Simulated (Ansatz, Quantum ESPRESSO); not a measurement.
# Ta: the pressure in 2 programs

The cell as given:

```
Ta
1.0
     2.90037    0.00000    0.00000
    -1.45019    2.51180    0.00000
     0.00000    0.00000    5.16627
Ta
2
Direct
  0.33333 0.66667 0.25000
  0.66667 0.33333 0.75000
```

This isn't the form of Ta at room conditions, which is bcc.

Kept alike: task relaxation of cell and atoms; functional PBEsol; k mesh 11 × 11 × 5; occupations fermi-dirac, width 0.05 eV; no spin polarisation. The mesh is that of the run's cell of 2 atoms. No spin-orbit coupling.

- A: Ansatz, all-electron LAPW, scalar-relativistic
- B: Quantum ESPRESSO, GBRV 1.5 PBEsol, cutoff 871 eV

| pressure (GPa) | A: volume (Å³/atom) | B: volume (Å³/atom) |
| --- | --- | --- |
| 0 | 18.105 | 18.086 |
| 5 | 17.675 | 17.664 |
| 10 | 17.293 | 17.286 |
| 20 | 16.638 | 16.635 |
| 30 | 16.078 | 16.081 |

Values hold for each row's relaxed cell, which stops near the pressure aimed at. The runs follow the start's structure, whether or not it is the stable one at these pressures.

**Question.** How large is the effect of the pressure, and do the programs agree on it?

**Answer.** From 0 to 30 GPa the volume moves by -2.027 in A, -2.005 in B (Å³/atom). Row by row the programs differ by 0.003 to 0.019, and over this span the shifts, as printed, agree within about 1 %.

Both programs describe a stiff metal whose volume falls at every step, and by less per unit of pressure as compression proceeds. The stiffness fits tantalum's place in group 5: its d band is partly filled, with mainly bonding states occupied, so cohesion is strong and the equilibrium volume small. Squeezing the atoms together broadens the d band, but it also raises the kinetic energy of the electrons and the overlap repulsion with the outer core shells. These repulsive terms grow faster than the bonding gain, which explains the progressive stiffening.

The difference between the programs is small against the pressure effect, but it isn't a constant offset. A gives the larger volume up to 20 GPa and the smaller one at 30 GPa, so its response is marginally softer, possibly because the two treat the core electrons differently. The agreement supports the computed compression of this hexagonal structure within the shared functional, but volumes alone don't show how that compression divides between the c axis and the basal plane.
